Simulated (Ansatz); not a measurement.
TiAl:

```
CELL_PARAMETERS angstrom
2.86726 0.00000 0.00000
-1.43363 2.48312 0.00000
0.00000 0.00000 4.67808
ATOMIC_POSITIONS crystal
Ti 0.00000 0.00000 0.00000
Al 0.33333 0.66667 0.50000
```

The cell comes from a database or a generator and needn't be the stable form of this composition.

* Program: Ansatz 0.2.0
* Task: relaxation of cell and atoms
* Functional: PBEsol
* Potentials or basis: Ansatz PAW
* Cutoff: 420 eV (not typed: the program's choice for these potentials)
* k mesh: 11 × 11 × 6
* Occupations: fermi-dirac, width 0.05 eV
* Spin: no spin polarisation

At the start: volume 16.65 Å³/atom.

How do energy, volume and symmetry change on relaxing?

It ends after 5 steps and the volume is 16.23 Å³/atom (-2.5 %); space group P-6m2 (No. 187, to 0.05 Å).

Step by step:
| step | energy change (eV) | largest force (eV/Å) | volume (Å³) |
| --- | --- | --- | --- |
| 1 | 0.0000 | 0.0000 | 33.31 |
| 2 | -0.0036 | 0.0000 | 31.81 |
| 3 | -0.0088 | 0.0000 | 32.49 |
| 4 | -0.0088 | 0.0000 | 32.47 |
| 5 | -0.0087 | 0.0000 | 32.47 |

Final structure:
```
Ti Al
1.0
     2.85085    0.00000    0.00000
    -1.42542    2.46891    0.00000
     0.00000    0.00000    4.61253
Ti Al
1 1
Direct
  0.00000 0.00000 0.00000
  0.33333 0.66667 0.50000
```

Caveat: the plane-wave basis is chosen anew once the cell has moved, so the energies of steps on either side of that aren't comparable; the PAW data sets come from PBE, with cores solved anew for the run's functional, which leaves a small shift of forces and pressure.
